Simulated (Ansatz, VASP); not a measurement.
**Two plane-wave programs on Os**

Contents of INCAR:

```
  ALGO = Normal
  EDIFF = 1E-8
  ENCUT = 520
  GGA = PE
  ISIF = 2
  ISMEAR = -1
  LASPH = True
  LCHARG = False
  LEFG = True
  LREAL = False
  LWAVE = False
  NBANDS = 10
  NELM = 80
  PREC = Accurate
  SIGMA = 0.05
```

Contents of KPOINTS:

```
k-points
0
Gamma
  14 14 14
```

POSCAR

```
Os
1.0
   -0.0194500000      1.9352750000      1.9352750000
    1.9352750000     -0.0194500000      1.9352750000
    1.9352750000      1.9352750000     -0.0194500000
Os
1
Direct
    0.0000000000      0.0000000000      0.0000000000
```

Input for Ansatz:

```yaml
crystal:
  lattice:
    - [-0.01945, 1.935275, 1.935275]
    - [1.935275, -0.01945, 1.935275]
    - [1.935275, 1.935275, -0.01945]
  atoms:
    - { symbol: Os, position: [0.0, 0.0, 0.0] }
kpoints:
  mp_grid: { grid: [14, 14, 14] }
scf:
  occupations: { method: fermi_dirac, width: 0.05 }
hamiltonian:
  xc: pbe
  pseudopotentials: { kind: paw }
output:
  forces: true
  stress: true
  eigenvalues: true
  efg: { contact_densities: true }
```

Change from the starting cell: equal xy, yz and zx shear strains of -1 %, PAW files.

Alike in both runs: task electric field gradients; functional PBE; k mesh 14 × 14 × 14; occupations fermi-dirac, width 0.05 eV; no spin polarisation.

```csv
,VASP,Ansatz
version,VASP 6.6.1,Ansatz 0.2.0
potentials or method,"VASP PAW PBE potentials, release 64 (Os)","PAW with Ansatz's default frozen-core files, scalar-relativistic"
plane-wave cutoff (eV),520,420
valence electrons in the cell,8,16
```

VASP gave:

- pressure (GPa): -9.6
- largest component of the traceless stress (GPa): 2.49
- Vzz of the field gradient on the site that differs most (V/Å²): -30.6

Question: Estimate Ansatz's values.

Answer: Pressure (GPa): -9.3; largest component of the traceless stress (GPa): 2.52; Vzz of the field gradient on the site that differs most (V/Å²): -25.2.

The two sets of potentials don't hold the same shells in valence. Ansatz warned: «gradients_without_spin_orbit».

The runs have no spin-orbit coupling, so splittings on Os are missing.
